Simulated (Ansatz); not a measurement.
AlAs: vacancy hop by nudged elastic band (Ansatz)

Launch command:

```bash
ansatz run input.yaml --threads 4 --pin off --max-ram 8192MiB --backend cpu --events-out ev --progress --plain --runs-dir out
```

The input file (Ansatz 0.2.0, plane waves):

```yaml
crystal:
  lattice:
    - [0.0, 5.657932, 5.657932]
    - [5.657932, 0.0, 5.657932]
    - [5.657932, 5.657932, 0.0]
  atoms:
    - { symbol: Al, position: [-0.00160308, -0.00135186, -0.00148664] }
    - { symbol: As, position: [0.13005176, 0.12149555, 0.12673845] }
    - { symbol: Al, position: [-0.0056606, 0.00121297, 0.50177015] }
    - { symbol: As, position: [0.12526123, 0.12760497, 0.62257578] }
    - { symbol: Al, position: [-0.00257945, 0.50351266, 0.00326787] }
    - { symbol: Al, position: [0.00207632, 0.49845641, 0.49737909] }
    - { symbol: As, position: [0.12718195, 0.62968409, 0.61854108] }
    - { symbol: Al, position: [0.49602535, 0.00365394, 0.00052215] }
    - { symbol: As, position: [0.6272533, 0.12389699, 0.12479047] }
    - { symbol: Al, position: [0.50117999, -0.00463483, 0.5023167] }
    - { symbol: As, position: [0.61901327, 0.12653885, 0.62605121] }
    - { symbol: Al, position: [0.49813876, 0.49690699, 0.00014539] }
    - { symbol: As, position: [0.62720104, 0.62125506, 0.12259453] }
    - { symbol: Al, position: [0.50262644, 0.50222202, 0.50030084] }
    - { symbol: As, position: [0.62448287, 0.62793192, 0.62056549] }
kpoints:
  mp_grid: { grid: [2, 2, 2] }
magnetization:
  spin_polarized: false
scf:
  occupations: { method: gaussian, width: 0.1 }
hamiltonian:
  pseudopotentials: { kind: paw }
  xc: pbe
basis:
  ecutwfc: 420
neb:
  images: 3
  relax_end_points: true
  climbing: true
  f_tol: 0.1
  max_iterations: 40
  order_check: false
  final_atoms:
    - { symbol: Al, position: [-0.00160308, -0.00135186, -0.00148664] }
    - { symbol: As, position: [0.13005176, 0.12149555, 0.12673845] }
    - { symbol: Al, position: [-0.0056606, 0.00121297, 0.50177015] }
    - { symbol: As, position: [0.12526123, 0.12760497, 0.62257578] }
    - { symbol: Al, position: [-0.00257945, 0.50351266, 0.00326787] }
    - { symbol: Al, position: [0.00207632, 0.49845641, 0.49737909] }
    - { symbol: As, position: [0.12718195, 0.62968409, 0.61854108] }
    - { symbol: Al, position: [0.49602535, 0.00365394, 0.00052215] }
    - { symbol: As, position: [0.12641952, 0.62264451, 0.1245704] }
    - { symbol: Al, position: [0.50117999, -0.00463483, 0.5023167] }
    - { symbol: As, position: [0.61901327, 0.12653885, 0.62605121] }
    - { symbol: Al, position: [0.49813876, 0.49690699, 0.00014539] }
    - { symbol: As, position: [0.62720104, 0.62125506, 0.12259453] }
    - { symbol: Al, position: [0.50262644, 0.50222202, 0.50030084] }
    - { symbol: As, position: [0.62448287, 0.62793192, 0.62056549] }
```

Origin of the cell: a database entry, scaled a little.

The cell is 2×2×2 cells of AlAs with one As taken out; atom 9 (As) hops into the empty site, 4.00 Å away before the end points are relaxed. All atoms were shaken by about 0.02 Å first.

Output (shortened):

```
Warning: neb: disabling space-group detection — the band's intermediate images generally break the endpoint symmetry, so no spatial operation reduces the k-mesh or symmetrises the density, ex […]
Pseudopotentials: kind: paw
Pseudopotential: Al, paw, valence charge 3, recommended cutoff 420 eV (normal), Al.paw.azcp
Pseudopotential: As, paw, valence charge 15, recommended cutoff 420 eV (normal), As.paw.azcp
Functional definition: PBE
  exchange = pbe_x(kappa = kappa, mu = beta*pi^2/3)
  correlation = pbe_c(beta = beta)
parallel-image band execution: 3 concurrent image workers
NEB image 0
Crystal: 15 atoms, lattice volume = 362.246 Å³
Basis set: ecut = 420 eV, 7119 PW (Γ), exchange–correlation on 108×108×108 points (8 copies of the dense FFT grid, shifted against one another)
Bands: 80, of which v1, the nominal top of the filled ones, is band 65 counted from 1 (64 counted from 0)
[… 6 lines left out …]
Initial density: superposition of atomic densities (neutral atoms: chi_scale 0, normalization atom), corrected by the library's trained network
Functional: x = pbe(κ = 0.804, μ = 0.219515), c = pbe(β = 0.066725)
SCF iter   1: F=—  HF=-38296.365678 eV  Δρ=1.65e-3  dr2=1.63e-2
SCF iter   2: F=—  HF=-38296.363436 eV  Δρ=9.37e-4  dr2=5.20e-3
SCF iter   3: F=—  HF=-38296.363796 eV  Δρ=2.85e-4  dr2=5.04e-4
SCF iter   4: F=—  HF=-38296.363376 eV  Δρ=1.32e-4  dr2=1.25e-4
SCF iter   5: F=—  HF=-38296.363386 eV  Δρ=3.34e-5  dr2=5.93e-6
SCF iter   6: F=—  HF=-38296.363156 eV  Δρ=8.01e-6  dr2=2.80e-7
SCF iter   7: F=-38296.363157 eV  HF=-38296.363157 eV  Δρ=2.28e-6  dr2=3.10e-8
NEB iter   1: max|band force component| = 8.833e1 eV/Å  barrier→ = 26.5288 eV  barrier← = 26.5288 eV  Δτ_max = 0.1964 Å  (45 SCF iters)
NEB iter   2: max|band force component| = 4.519e1 eV/Å  barrier→ = 13.1203 eV  barrier← = 13.1203 eV  Δτ_max = 0.1915 Å  (28 SCF iters)
NEB iter   3: max|band force component| = 2.242e1 eV/Å  barrier→ = 6.1720 eV  barrier← = 6.1720 eV  Δτ_max = 0.1519 Å  (24 SCF iters)
NEB iter   4: max|band force component| = 1.055e1 eV/Å  barrier→ = 3.0324 eV  barrier← = 3.0324 eV  Δτ_max = 0.2000 Å  (27 SCF iters)
NEB iter   5: max|band force component| = 4.681e0 eV/Å  barrier→ = 1.7340 eV  barrier← = 1.7339 eV  Δτ_max = 0.2000 Å  (23 SCF iters)
NEB iter   6: max|band force component| = 1.712e0 eV/Å  barrier→ = 1.2546 eV  barrier← = 1.2546 eV  Δτ_max = 0.1974 Å  (21 SCF iters)
NEB iter   7: max|band force component| = 6.448e-1 eV/Å  barrier→ = 1.0332 eV  barrier← = 1.0332 eV  Δτ_max = 0.2000 Å  (25 SCF iters)
NEB iter   8: max|band force component| = 6.561e-1 eV/Å  barrier→ = 0.9754 eV  barrier← = 0.9753 eV  Δτ_max = 0.1023 Å  (23 SCF iters)
NEB iter   9: max|band force component| = 4.436e-1 eV/Å  barrier→ = 0.8474 eV  barrier← = 0.8473 eV  CI = image 2  Δτ_max = 0.1006 Å  (22 SCF iters)
NEB iter  10: max|band force component| = 4.774e-1 eV/Å  barrier→ = 0.8854 eV  barrier← = 0.8854 eV  CI = image 2  Δτ_max = 0.1990 Å  (21 SCF iters)
NEB iter  11: max|band force component| = 4.997e-1 eV/Å  barrier→ = 1.0684 eV  barrier← = 1.0684 eV  CI = image 2  Δτ_max = 0.1987 Å  (22 SCF iters)
NEB iter  12: max|band force component| = 6.542e-1 eV/Å  barrier→ = 1.1250 eV  barrier← = 1.1250 eV  CI = image 2  Δτ_max = 0.1835 Å  (23 SCF iters)
NEB iter  13: max|band force component| = 2.509e-1 eV/Å  barrier→ = 1.0211 eV  barrier← = 1.0211 eV  CI = image 2  Δτ_max = 0.2000 Å  (21 SCF iters)
NEB iter  14: max|band force component| = 3.071e-1 eV/Å  barrier→ = 1.0075 eV  barrier← = 1.0075 eV  CI = image 2  Δτ_max = 0.0694 Å  (20 SCF iters)
NEB iter  15: max|band force component| = 7.239e-2 eV/Å  barrier→ = 0.9884 eV  barrier← = 0.9884 eV  CI = image 2  Δτ_max = 0.0420 Å  (18 SCF iters)
NEB iter  16: max|band force component| = 5.166e-2 eV/Å  barrier→ = 0.9845 eV  barrier← = 0.9844 eV  CI = image 2  Δτ_max = 0.0642 Å  (6 SCF iters)
NEB iter  17: max|band force component| = 1.040e-1 eV/Å  barrier→ = 0.9826 eV  barrier← = 0.9826 eV  CI = image 2  Δτ_max = 0.0378 Å  (6 SCF iters)
NEB iter  18: max|band force component| = 2.843e-2 eV/Å  barrier→ = 0.9822 eV  barrier← = 0.9822 eV  CI = image 2  Δτ_max = 0.0000 Å  (16 SCF iters)
--- NEB band (5 images, 18 band iterations, 391 SCF iterations, 46 more in tests of the images' electronic states and relaxations of end points) ---
  forward barrier  = 0.982175 eV
  backward barrier = 0.982155 eV
  lagrangian_above_aufbau_ev (what the smearing adds, to first order; not taken off the barriers): saddle image -0.000090 eV, end points -0.020449 and -0.019215 eV
  climbing image's point = of an order that was not read
  energies are F+E_penalty+E_count in eV, relative to image 0
  image     s (Å)  Δ vs image 0  max|band force component| (eV/Å)
      0    0.0000      0.000000                                 —
      1    1.2379      0.276297                          2.843e-2
  *   2    2.4759      0.982175                          1.336e-2
      3    4.1900      0.626831                          3.069e-3
      4    5.9038      0.000020                                 —
```

The converged band:

```csv
image,path over all atoms (Å),ΔF (eV),As x,y,z (Å)
0,0.00,0.000,1.41,4.24,4.25
1,1.24,0.276,1.74,3.91,4.15
2,2.48,0.982,2.40,3.25,3.99
3,4.19,0.627,3.42,2.23,4.01
4,5.90,0.000,4.24,1.41,4.26
```

Relaxed start, forces in eV/Å:

```xyz
15
Lattice="0.000 5.658 5.658 5.658 0.000 5.658 5.658 5.658 0.000" Properties=species:S:1:pos:R:3:forces:R:3 pbc="T T T" image=0
Al   -0.069    0.062   -0.067    0.002   -0.004    0.003
As    1.413    1.399    1.417    0.000    0.004    0.001
Al    2.821    2.825    0.001    0.000    0.000    0.000
As    4.247    4.238    1.413   -0.004    0.000    0.000
Al    2.907    0.075    2.909   -0.004   -0.003   -0.004
Al    5.589    2.758    2.894    0.003    0.004   -0.002
As    7.071    4.240    4.233    0.000    0.000    0.004
Al   -0.002    2.827    2.823    0.000    0.000    0.000
As    1.411    4.236    4.251    0.000   -0.001   -0.004
Al    2.822    5.651    2.827    0.000    0.000    0.000
As    4.241    7.067    4.243    0.000    0.000    0.000
Al    2.900    2.750    5.583   -0.003    0.002    0.004
As    4.228    4.239    7.073    0.005    0.000    0.000
Al    5.656    5.647    5.661    0.000    0.000    0.000
As    7.070    7.075    7.070    0.000   -0.004   -0.001
```

Highest image (2), forces in eV/Å:

```xyz
15
Lattice="0.000 5.658 5.658 5.658 0.000 5.658 5.658 5.658 0.000" Properties=species:S:1:pos:R:3:forces:R:3 pbc="T T T" image=2
Al    0.695   -0.702    0.154   -0.009    0.009    0.004
As    1.402    1.419    1.081   -0.003   -0.002   -0.004
Al    2.766    2.885   -0.323    0.005   -0.005   -0.003
As    4.231    4.248    1.081    0.002    0.003   -0.004
Al    2.938    0.430    2.819    0.001   -0.004   -0.002
Al    5.220    2.713    2.819    0.004   -0.001   -0.002
As    6.978    4.330    3.960   -0.002    0.002    0.003
Al    0.187    2.668    2.835    0.003   -0.002   -0.001
As    2.402    3.248    3.992    0.003   -0.003    0.013
Al    2.982    5.464    2.835    0.002   -0.003   -0.001
As    4.319    6.989    4.222   -0.003    0.003    0.005
Al    2.494    3.156    6.458    0.000    0.000   -0.012
As    4.414    4.350    7.362    0.004    0.008    0.000
Al    5.728    5.580    5.665    0.000    0.000    0.003
As    6.958    6.895    7.363   -0.008   -0.004    0.000
```

Relaxed end, forces in eV/Å:

```xyz
15
Lattice="0.000 5.658 5.658 5.658 0.000 5.658 5.658 5.658 0.000" Properties=species:S:1:pos:R:3:forces:R:3 pbc="T T T" image=4
Al    0.084   -0.092   -0.086   -0.001    0.000    0.000
As    1.401    1.403    1.415   -0.001   -0.001   -0.001
Al    2.824    2.822    0.009    0.000    0.000    0.000
As    4.248    4.244    1.411    0.000    0.001    0.000
Al    2.831    0.000    2.831    0.000    0.000    0.000
Al    5.648    2.817    2.835    0.000   -0.001   -0.001
As    7.069    4.238    4.245    0.000    0.000    0.000
Al    0.060    2.886    2.892    0.001    0.001    0.001
As    4.239    1.407    4.263    0.000    0.000    0.002
Al    2.779    5.604    2.877   -0.001    0.000    0.001
As    4.243    7.068    4.244   -0.001    0.000    0.000
Al    2.739    2.908    5.573    0.001    0.000    0.000
As    4.233    4.226    7.073    0.001    0.000    0.000
Al    5.653    5.649    5.667    0.000    0.001   -0.001
As    7.075    7.073    7.070    0.001    0.001   -0.001
```

Barrier of this path: 0.98 eV forwards, 0.98 eV backwards, after 18 band iterations.

Caveats: no moments, though an odd count or open d shells may carry them; the k mesh is coarse if the cell is a metal; a small cell with a neutral vacancy and no spin, whose shape can make like sites unlike; the cell is held at a rescaled volume, and strain moves barriers; the hop was drawn among near neighbours and need not be the easiest path; few images and a loose tolerance, and neither the top nor the ends were tested for their order.

Time: 4.2 min on 4 threads of Arm Neoverse V1 (shared host), peak memory 1.5 GiB, from the program's own first density.
